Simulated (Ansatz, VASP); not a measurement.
InAs: VASP beside Ansatz

```xyz
2
Lattice="0.0000 2.8773 2.8773 2.8773 0.0000 2.8773 2.8773 2.8773 0.0000" Properties=species:S:1:pos:R:3 pbc="T T T"
In    2.8773    2.8773    2.8773
As    0.0000    0.0000    0.0000
```

Measurements of this composition are mostly on another form, of space group No. 216.

Alike in both runs: task single point; functional PBE; k mesh 8 × 8 × 8; occupations fermi-dirac, width 0.05 eV; no spin polarisation.

|  | VASP | Ansatz |
| --- | --- | --- |
| version | VASP 6.6.1 | Ansatz 0.2.0 |
| potentials or method | VASP PAW PBE potentials, release 64 (In_d, As) | Ansatz PAW |
| plane-wave cutoff (eV) | 520 | 420 |
| valence electrons in the cell | 18 | 28 |

```csv
,VASP,Ansatz,Ansatz less VASP
gap on the k mesh at the Fermi level (eV),none,none,-
pressure (GPa),0.0,-0.1,-0.06
```

A gap of «none» marks a metal or a gap that the smearing closes. The two sets of potentials don't hold the same shells in valence.
